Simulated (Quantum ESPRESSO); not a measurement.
# How NaH absorbs and reflects light, part 2 of 3

Wanted: where NaH starts to absorb, how strongly, and its refractive index.

Quantum ESPRESSO 7.5; DFT, PBE, plane waves with norm-conserving potentials (PseudoDojo), scalar-relativistic, independent-particle optical response without local fields and without the non-local commutator.

So far. Step 2 (Ground state): There is a gap, 3.72 eV on this mesh (points off the mesh can give less), so no carriers' term is needed.

### Step 3. Ground state with the final occupations

Level of this step: DFT, PBE, plane waves with norm-conserving potentials (PseudoDojo), scalar-relativistic, ground state (Quantum ESPRESSO).

With the gap or the metal settled, the ground state is repeated with the fitting occupations, and the later steps take its density.

File scf.in:

```
&control
  calculation = 'scf'
  prefix = 'x'
  outdir = './tmp'
  pseudo_dir = './'
  verbosity = 'high'
/
&system
  ibrav = 0
  nat = 2
  ntyp = 2
  ecutwfc = 90
  occupations = 'fixed'
/
&electrons
  conv_thr = 1e-09
  electron_maxstep = 100
/
ATOMIC_SPECIES
  Na 1.0 Na.upf
  H 1.0 H.upf
CELL_PARAMETERS angstrom
  0.000000000000 2.440000000000 2.440000000000
  2.440000000000 0.000000000000 2.440000000000
  2.440000000000 2.440000000000 0.000000000000
ATOMIC_POSITIONS crystal
  Na 0.000000000000 0.000000000000 0.000000000000
  H 0.500000000000 0.500000000000 0.500000000000
K_POINTS automatic
  8 8 8 0 0 0
```

Started as:

```sh
$ mpirun -n 4 pw.x -nk 4 -in scf.in
```

The program printed:

```text
[banner, memory and clock lines left out]

     using ibrav=0 with symmetry is DISCOURAGED, use correct ibrav instead

     G-vector sticks info

     bravais-lattice index     =            0
     lattice parameter (alat)  =       6.5208  a.u.
     unit-cell volume          =     196.0632 (a.u.)^3
     number of atoms/cell      =            2
     number of atomic types    =            2
     number of electrons       =        10.00
     number of Kohn-Sham states=            5
     kinetic-energy cutoff     =      90.0000  Ry
     charge density cutoff     =     360.0000  Ry
     scf convergence threshold =      1.0E-09
     mixing beta               =       0.7000
     number of iterations used =            8  plain     mixing
     Exchange-correlation= PBE
                           (   1   4   3   4   0   0   0)

     celldm(1)=   6.520842  celldm(2)=   0.000000  celldm(3)=   0.000000
     celldm(4)=   0.000000  celldm(5)=   0.000000  celldm(6)=   0.000000

     crystal axes: (cart. coord. in units of alat)
               a(1) = (   0.000000   0.707107   0.707107 )
               a(2) = (   0.707107   0.000000   0.707107 )
               a(3) = (   0.707107   0.707107   0.000000 )

     reciprocal axes: (cart. coord. in units 2 pi/alat)
               b(1) = ( -0.707107  0.707107  0.707107 )
               b(2) = (  0.707107 -0.707107  0.707107 )
               b(3) = (  0.707107  0.707107 -0.707107 )

     ./Na.upf
     Pseudo is Norm-conserving, Zval =  9.0
     Generated using ONCVPSP code by D. R. Hamann
     Using radial grid of 1992 points,  4 beta functions with:
                l(1) =   0
                l(2) =   0
                l(3) =   1
                l(4) =   1

     ./H.upf
     Pseudo is Norm-conserving, Zval =  1.0
     Generated using ONCVPSP code by D. R. Hamann
     Using radial grid of 1166 points,  3 beta functions with:
                l(1) =   0
                l(2) =   0
                l(3) =   1

     atomic species   valence    mass     pseudopotential
     Na                9.00     1.00000     Na( 1.00)
     H                 1.00     1.00000     H ( 1.00)

     48 Sym. Ops., with inversion, found

                                    s                        frac. trans.

     [... symmetry matrices left out ...]
   Cartesian axes

     site n.     atom                  positions (alat units)
         1        Na     tau(   1) = (   0.0000000   0.0000000   0.0000000  )
         2        H      tau(   2) = (   0.7071068   0.7071068   0.7071068  )

   Crystallographic axes

     site n.     atom                  positions (cryst. coord.)
         1        Na     tau(   1) = (  0.0000000  0.0000000  0.0000000  )
         2        H      tau(   2) = (  0.5000000  0.5000000  0.5000000  )

     number of k points=    29
                       cart. coord. in units 2pi/alat
        k(    1) = (   0.0000000   0.0000000   0.0000000), wk =   0.0039062
        k(    2) = (   0.0883883   0.0883883  -0.0883883), wk =   0.0312500
        k(    3) = (   0.1767767   0.1767767  -0.1767767), wk =   0.0312500
        k(    4) = (   0.2651650   0.2651650  -0.2651650), wk =   0.0312500
        k(    5) = (  -0.3535534  -0.3535534   0.3535534), wk =   0.0156250
        k(    6) = (   0.1767767   0.0000000   0.0000000), wk =   0.0234375
        k(    7) = (   0.2651650   0.0883883  -0.0883883), wk =   0.0937500
        k(    8) = (   0.3535534   0.1767767  -0.1767767), wk =   0.0937500
        k(    9) = (  -0.2651650  -0.4419417   0.4419417), wk =   0.0937500
        k(   10) = (  -0.1767767  -0.3535534   0.3535534), wk =   0.0937500
        k(   11) = (  -0.0883883  -0.2651650   0.2651650), wk =   0.0937500
        k(   12) = (   0.0000000  -0.1767767   0.1767767), wk =   0.0468750
        k(   13) = (   0.3535534   0.0000000   0.0000000), wk =   0.0234375
        k(   14) = (   0.4419417   0.0883883  -0.0883883), wk =   0.0937500
        k(   15) = (  -0.1767767  -0.5303301   0.5303301), wk =   0.0937500
        k(   16) = (  -0.0883883  -0.4419417   0.4419417), wk =   0.0937500
[...]
cryst. coord.
[...]
k(   22) = (   0.1250000   0.2500000   0.3750000), wk =   0.0937500
        k(   23) = (   0.1250000   0.2500000  -0.5000000), wk =   0.1875000
        k(   24) = (   0.1250000   0.2500000  -0.3750000), wk =   0.0937500
        k(   25) = (   0.1250000   0.3750000  -0.5000000), wk =   0.0937500
        k(   26) = (   0.1250000   0.3750000  -0.3750000), wk =   0.1875000
        k(   27) = (   0.1250000   0.3750000  -0.2500000), wk =   0.0937500
        k(   28) = (   0.1250000  -0.5000000  -0.3750000), wk =   0.0468750
        k(   29) = (   0.2500000  -0.5000000  -0.2500000), wk =   0.0234375

     Dense  grid:    22419 G-vectors     FFT dimensions: (  40,  40,  40)

     Initial potential from superposition of free atoms

     starting charge       9.9937, renormalised to      10.0000
     Starting wfcs are    6 randomized atomic wfcs

     Self-consistent Calculation

     iteration #  1     ecut=    90.00 Ry     beta= 0.70
     Davidson diagonalization with overlap

            49 MiB given to the printing process from OS
            17 MiB allocation reported by mallinfo(arena+hblkhd)
------------------
     ethr =  1.00E-02,  avg # of iterations =  1.1

     Threshold (ethr) on eigenvalues was too large:
     Diagonalizing with lowered threshold

     Davidson diagonalization with overlap

            50 MiB given to the printing process from OS
            19 MiB allocation reported by mallinfo(arena+hblkhd)
------------------
     ethr =  9.78E-04,  avg # of iterations =  1.0

     total energy              =     -92.60706302 Ry
     estimated scf accuracy    <       0.09452001 Ry

     iteration #  2     ecut=    90.00 Ry     beta= 0.70
     Davidson diagonalization with overlap

            57 MiB given to the printing process from OS
            23 MiB allocation reported by mallinfo(arena+hblkhd)
------------------
     ethr =  9.45E-04,  avg # of iterations =  2.0

     total energy              =     -92.62289705 Ry
     estimated scf accuracy    <       0.00118296 Ry

     iteration #  3     ecut=    90.00 Ry     beta= 0.70
     Davidson diagonalization with overlap

            58 MiB given to the printing process from OS
            24 MiB allocation reported by mallinfo(arena+hblkhd)
------------------
     ethr =  1.18E-05,  avg # of iterations =  1.9

     total energy              =     -92.62305508 Ry
     estimated scf accuracy    <       0.00011218 Ry

     iteration #  4     ecut=    90.00 Ry     beta= 0.70
     Davidson diagonalization with overlap

            58 MiB given to the printing process from OS
            25 MiB allocation reported by mallinfo(arena+hblkhd)
------------------
     ethr =  1.12E-06,  avg # of iterations =  2.3

     total energy              =     -92.62307290 Ry
     estimated scf accuracy    <       0.00000409 Ry

     iteration #  5     ecut=    90.00 Ry     beta= 0.70
     Davidson diagonalization with overlap

            59 MiB given to the printing process from OS
            25 MiB allocation reported by mallinfo(arena+hblkhd)
------------------
     ethr =  4.09E-08,  avg # of iterations =  2.0

     total energy              =     -92.62307387 Ry
     estimated scf accuracy    <       0.00000010 Ry

     iteration #  6     ecut=    90.00 Ry     beta= 0.70
     Davidson diagonalization with overlap

            60 MiB given to the printing process from OS
            26 MiB allocation reported by mallinfo(arena+hblkhd)
------------------
     ethr =  1.03E-09,  avg # of iterations =  2.6

     total energy              =     -92.62307390 Ry
     estimated scf accuracy    <          3.5E-09 Ry

     iteration #  7     ecut=    90.00 Ry     beta= 0.70
     Davidson diagonalization with overlap

            60 MiB given to the printing process from OS
            27 MiB allocation reported by mallinfo(arena+hblkhd)
------------------
     ethr =  3.54E-11,  avg # of iterations =  2.2

     total energy              =     -92.62307390 Ry
     estimated scf accuracy    <          1.1E-09 Ry

     iteration #  8     ecut=    90.00 Ry     beta= 0.70
     Davidson diagonalization with overlap

            61 MiB given to the printing process from OS
            27 MiB allocation reported by mallinfo(arena+hblkhd)
------------------
     ethr =  1.15E-11,  avg # of iterations =  2.7

     End of self-consistent calculation

          k = 0.0000 0.0000 0.0000 (  2741 PWs)   bands (ev):

   -49.6861 -21.5835 -21.5835 -21.5835  -2.9287

     occupation numbers
     1.0000   1.0000   1.0000   1.0000   1.0000

          k = 0.0884 0.0884-0.0884 (  2800 PWs)   bands (ev):

   -49.6852 -21.5960 -21.5850 -21.5850  -2.6679

     occupation numbers
     1.0000   1.0000   1.0000   1.0000   1.0000

          k = 0.1768 0.1768-0.1768 (  2824 PWs)   bands (ev):

   -49.6831 -21.6258 -21.5886 -21.5886  -1.9263

     occupation numbers
     1.0000   1.0000   1.0000   1.0000   1.0000

          k = 0.2652 0.2652-0.2652 (  2821 PWs)   bands (ev):

   -49.6811 -21.6554 -21.5923 -21.5923  -0.8873

     occupation numbers
     1.0000   1.0000   1.0000   1.0000   1.0000

          k =-0.3536-0.3536 0.3536 (  2824 PWs)   bands (ev):

   -49.6802 -21.6675 -21.5938 -21.5938  -0.2435

     occupation numbers
     1.0000   1.0000   1.0000   1.0000   1.0000

          k = 0.1768 0.0000 0.0000 (  2798 PWs)   bands (ev):

   -49.6849 -21.5956 -21.5877 -21.5877  -2.5829

     occupation numbers
     1.0000   1.0000   1.0000   1.0000   1.0000

          k = 0.2652 0.0884-0.0884 (  2816 PWs)   bands (ev):

   -49.6833 -21.6175 -21.5922 -21.5909  -2.0061

     occupation numbers
     1.0000   1.0000   1.0000   1.0000   1.0000

          k = 0.3536 0.1768-0.1768 (  2821 PWs)   bands (ev):

   -49.6812 -21.6453 -21.5959 -21.5958  -1.0590

     occupation numbers
     1.0000   1.0000   1.0000   1.0000   1.0000

     [... further k points left out ...]

     highest occupied level (ev):     0.6017

!    total energy              =     -92.62307390 Ry
     estimated scf accuracy    <          7.6E-10 Ry

     The total energy is the sum of the following terms:
     one-electron contribution =     -72.37358654 Ry
     hartree contribution      =      37.12202033 Ry
     xc contribution           =     -14.47628565 Ry
     ewald contribution        =     -42.89522205 Ry

     convergence has been achieved in   8 iterations

     XML data file, charge density, pseudopotentials, collected wavefunctions

                                        0.00s GPU  (     224 calls)
```

Run time: 2.4 s. Hardware: 4 MPI ranks of Arm Neoverse V1, shared host; peak memory 0.06 GiB.

### Step 4. Bands on the whole mesh, 12×12×12

The response needs many more empty bands than the density does.

This step: DFT, PBE, plane waves with norm-conserving potentials (PseudoDojo), scalar-relativistic, bands at fixed density (Quantum ESPRESSO 7.5).

nscf.in, as its differences from scf.in of step 3:

```diff
@@ -1,3 +1,3 @@
 &control
-  calculation = 'scf'
+  calculation = 'nscf'
   prefix = 'x'
@@ -5,3 +5,2 @@
   pseudo_dir = './'
-  verbosity = 'high'
 /
@@ -13,2 +12,5 @@
   occupations = 'fixed'
+  nbnd = 19
+  nosym = .true.
+  noinv = .true.
 /
@@ -17,2 +19,3 @@
   electron_maxstep = 100
+  diago_full_acc = .true.
 /
@@ -29,2 +32,2 @@
 K_POINTS automatic
-  8 8 8 0 0 0
+  12 12 12 0 0 0
```

Started as:

```sh
$ mpirun -n 4 pw.x -nk 4 -in nscf.in
```

The program printed:

```text
[banner, memory and clock lines left out]

     Atomic positions and unit cell read from directory:

     G-vector sticks info

     bravais-lattice index     =            0
     lattice parameter (alat)  =       6.5208  a.u.
     unit-cell volume          =     196.0632 (a.u.)^3
     number of atoms/cell      =            2
     number of atomic types    =            2
     number of electrons       =        10.00
     number of Kohn-Sham states=           19
     kinetic-energy cutoff     =      90.0000  Ry
     charge density cutoff     =     360.0000  Ry
     Exchange-correlation= PBE
                           (   1   4   3   4   0   0   0)

     celldm(1)=   6.520842  celldm(2)=   0.000000  celldm(3)=   0.000000
     celldm(4)=   0.000000  celldm(5)=   0.000000  celldm(6)=   0.000000

     crystal axes: (cart. coord. in units of alat)
               a(1) = (   0.000000   0.707107   0.707107 )
               a(2) = (   0.707107   0.000000   0.707107 )
               a(3) = (   0.707107   0.707107   0.000000 )

     reciprocal axes: (cart. coord. in units 2 pi/alat)
               b(1) = ( -0.707107  0.707107  0.707107 )
               b(2) = (  0.707107 -0.707107  0.707107 )
               b(3) = (  0.707107  0.707107 -0.707107 )

     ./Na.upf
     Pseudo is Norm-conserving, Zval =  9.0
     Generated using ONCVPSP code by D. R. Hamann
     Using radial grid of 1992 points,  4 beta functions with:
                l(1) =   0
                l(2) =   0
                l(3) =   1
                l(4) =   1

     ./H.upf
     Pseudo is Norm-conserving, Zval =  1.0
     Generated using ONCVPSP code by D. R. Hamann
     Using radial grid of 1166 points,  3 beta functions with:
                l(1) =   0
                l(2) =   0
                l(3) =   1

     atomic species   valence    mass     pseudopotential
     Na                9.00     1.00000     Na( 1.00)
     H                 1.00     1.00000     H ( 1.00)

     No symmetry found

   Cartesian axes

     site n.     atom                  positions (alat units)
         1        Na     tau(   1) = (   0.0000000   0.0000000   0.0000000  )
         2        H      tau(   2) = (   0.7071068   0.7071068   0.7071068  )

     number of k points=  1728

     Number of k-points >= 100: set verbosity='high' to print them.

     Dense  grid:    22419 G-vectors     FFT dimensions: (  40,  40,  40)

     The potential is recalculated from file :

     Starting wfcs are    6 randomized atomic wfcs +   13 random wfcs

     Band Structure Calculation
     Davidson diagonalization with overlap

     ethr =  1.00E-11,  avg # of iterations = 27.0

     End of band structure calculation

     Number of k-points >= 100: set verbosity='high' to print the bands.

     highest occupied, lowest unoccupied level (ev):     0.6019    4.3192

     XML data file, pseudopotentials, collected wavefunctions

                                        0.00s GPU  (   12599 calls)

[... left out ...]
ulation
     Davidson diagonalization with overlap

     ethr =  1.00E-11,  avg # of iterations = 27.0

     End of band structure calculation

     Number of k-points >= 100: set verbosity='high' to print the bands.

     highest occupied, lowest unoccupied level (ev):     0.6019    4.3192

     XML data file, pseudopotentials, collected wavefunctions

                                        0.00s GPU  (   12599 calls)
```

Elapsed: 3.1 min, on 4 MPI ranks; peak memory 0.05 GiB.

(Part 2 of 3 ends here.)

[Machine, clock, banner and «Message from routine» lines are left out of the logs.]

[Logs are printed without paths, hosts, clocks, repeated set-up lines and the standing remarks that a program may print on its own settings, such as how far it seeks lower states.]

[Hosts, paths, dates, database ids (printed as entryN), source tags and the programs' standing remarks are cut or masked in the printed files.]
